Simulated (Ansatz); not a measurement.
# SiC (Moissanite) under changes of volume

One of the cells (10.341 Å³/atom); the others are scaled copies at fixed shape and fractional positions:

```
CELL_PARAMETERS angstrom
3.07600 0.00000 0.00000
-1.53800 2.66389 0.00000
0.00000 0.00000 5.04800
ATOMIC_POSITIONS crystal
Si 0.66667 0.33333 0.50000
Si 0.33333 0.66667 0.00000
C 0.66667 0.33333 0.88500
C 0.33333 0.66667 0.38500
```

- Program: Ansatz 0.2.0
- Functional: BLYP
- Potentials or basis: Ansatz PAW
- Cutoff: 420 eV (not typed: the program's choice for these potentials)
- k mesh: 10 × 10 × 5
- Occupations: fermi-dirac, width 0.05 eV
- Spin: no spin polarisation

```tsv
volume (Å³/atom)	energy over the lowest point (meV/atom)	pressure (GPa)	gap on the mesh (eV)	largest force (eV/Å)
9.721	71.54	24.2	2.74	0.861
9.927	44.08	18.4	2.77	0.826
10.134	23.85	13.1	2.80	0.792
10.341	10.14	8.2	2.82	0.760
10.548	?	?	?	?
10.755	0.00	-0.1	2.77	0.702
10.961	2.52	-3.7	2.73	0.675
```

**Question.** What does the run at 10.548 Å³/atom give?

**Answer.** Energy over the lowest point 2.38 meV/atom; pressure 3.9 GPa; gap on the mesh 2.81 eV; largest force 0.730 eV/Å.

Worked out: A Birch-Murnaghan fit of order 3 (a polynomial in V^(-2/3)) to the other rows has its minimum at 10.75 Å³/atom with B0 = V·E''(V) = 196 GPa and B' = 4.2 at fixed shape and positions, which overstates the stiffness. It gives 2.38 meV/atom at 10.548 Å³/atom, against the run's 2.38, and -dE/dV = 3.8 GPa, against 3.9. A parabola through the other rows of the gap, of slope -0.973 eV per unit of ln V there, gives 2.80 eV, against the run's 2.81.

Energies are extrapolated to zero smearing.

Caveats: odd divisions of the mesh miss points on the zone boundary, where band edges often lie, so the gap on the mesh can be too wide; the PAW data sets come from PBE, with cores solved anew for the run's functional, which leaves a small shift of forces and pressure.

A mesh can miss the band edges.
